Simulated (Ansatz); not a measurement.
**Relaxing C**

All numbers below come from DFT PBE, scalar-relativistic, plane waves, PAW in Ansatz. Cutoff 420 eV, Γ-centred k mesh, Gaussian smearing, no spin polarisation in the final step.

C was placed on the samarium (9R) structure type (R-3m, No. 166), at a guessed volume.

```xyz
3
Lattice="1.3145 0.7589 6.3527 -1.3145 0.7589 6.3527 0.0000 -1.5178 6.3527" Properties=species:S:1:pos:R:3 pbc="T T T"
C     0.0000    0.0000    0.0000
C     0.0000    0.0000    4.2351
C     0.0000    0.0000   14.8230
```

Cell and atoms relax at zero pressure; the relaxation can't lower the symmetry of the start. After a coarse first stage the cell is made exact in the group found at 0.06 Å.

Energies count from the standard state of C at the same level.

Question: Which crystal results?

Answer: It keeps R-3m (No. 166), but not the shape of the type it started on. Conventional cell: a = 2.513 Å, c = 11.946 Å. C on Wyckoff site a (1 atom of the primitive cell) has 6 C at 1.69 Å; around C on Wyckoff site c (2 atoms of the primitive cell) lie 3 C at 1.69 Å.

```cif
data_structure
_symmetry_space_group_name_H-M 'R-3m:H'
_symmetry_Int_Tables_number 166
_cell_length_a 2.5134
_cell_length_b 2.5134
_cell_length_c 11.9462
_cell_angle_alpha 90.000
_cell_angle_beta 90.000
_cell_angle_gamma 120.000
_cell_volume 65.36
loop_
_atom_site_label
_atom_site_type_symbol
_atom_site_symmetry_multiplicity
_atom_site_Wyckoff_symbol
_atom_site_fract_x
_atom_site_fract_y
_atom_site_fract_z
_atom_site_occupancy
C1 C 3 a 0.00000 0.00000 0.00000 1
C2 C 6 c 0.33333 0.66667 0.92721 1
```

Question: What are its volume, energy, density and gap?

Answer: The volume per atom is 7.3 Å³, the density is 2.7 g/cm³ and the energy over the standard structure is 2.95 eV/atom. The gap on the 21×21×21 mesh is 0 eV (a metal).

The final run used a 21×21×21 mesh on its 3-atom cell and 0.10 eV smearing. For metals, differences of a few meV/atom aren't resolved. No dispersion correction is applied, so the spacing between layers, chains or molecules is poorly fixed, and with it the volume and density. Symmetry constrained the relaxation, so the result can be a saddle point. The steps took of the order of 100 core-seconds in all.